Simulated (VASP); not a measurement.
## BP: pressure against volume per atom

Results calculated with VASP 6.6.1, not measured. Plane-wave PAW density functional theory at fixed cell and atoms, no spin polarisation; stress and pressure are positive in compression.

Cell of the first row (space group F-43m, No. 216):
```
CELL_PARAMETERS angstrom
0.00000 2.17760 2.17760
2.17760 0.00000 2.17760
2.17760 2.17760 0.00000
ATOMIC_POSITIONS crystal
B 0.00000 0.00000 0.00000
P 0.25000 0.25000 0.25000
```

Settings of every row: functional PBE; spin orbit no; screening parameter 0 Å⁻¹; occupations Fermi-Dirac; smearing width 0.02 eV; wave cutoff 520 eV; datasets recommended PBE set; valence electrons 8; k mesh a 10; k mesh b 10; k mesh c 10.

| row | volume per atom (Å³) | pressure (GPa) |
| --- | --- | --- |
| 1 | 10.326 | 26.59 |
| 2 | 10.652 | 19.04 |
| 3 | 10.985 | 12.32 |
| 4 | 11.324 | 6.35 |
| 5 | 11.671 | ? |
| 6 | 12.025 | -3.63 |
| 7 | 12.385 | -7.76 |
| 8 | 12.753 | -11.38 |
| 9 | 13.128 | -14.55 |

Question: what pressure should row 5 give?

Worked fit of pressure. Take u = (V_r/V)^(2/3) − 1 with V_r = 11.675 Å³ an atom, which is twice the finite (Eulerian) strain; such expansions in the strain, on which the Birch-Murnaghan equation of state is built, carry the rest volume and the bulk modulus. The shown rows have u = 0.0853, 0.06304, 0.04145, 0.02056, -0.0195, -0.03859, -0.05718, -0.07522. Least squares give pressure = 0.995 + 248.67 × u + 579.1 × u² + 274 × u³ GPa; a parabola predicts inner rows, each left out in turn, worse (root mean square 0.037 against 0.0068 GPa). The rows lie off it by 0.00, 0.00, 0.00, 0.00, 0.01, -0.01, 0.00, 0.00. The pressure vanishes at u = -0.0040, or V = 11.75 Å³ an atom, and there the bulk modulus at fixed shape and fractions is B = −V dP/dV = (2/3)(1 + u) dP/du = 162 GPa. The withheld row has u = 0.00023, so the fit gives 0.995 + 248.67 × (0.00023) + 579.1 × (0.00023)² + 274 × (0.00023)³ = 1.05 GPa.

The calculation gave 1.05 GPa. The fit meets it to the printed digit.
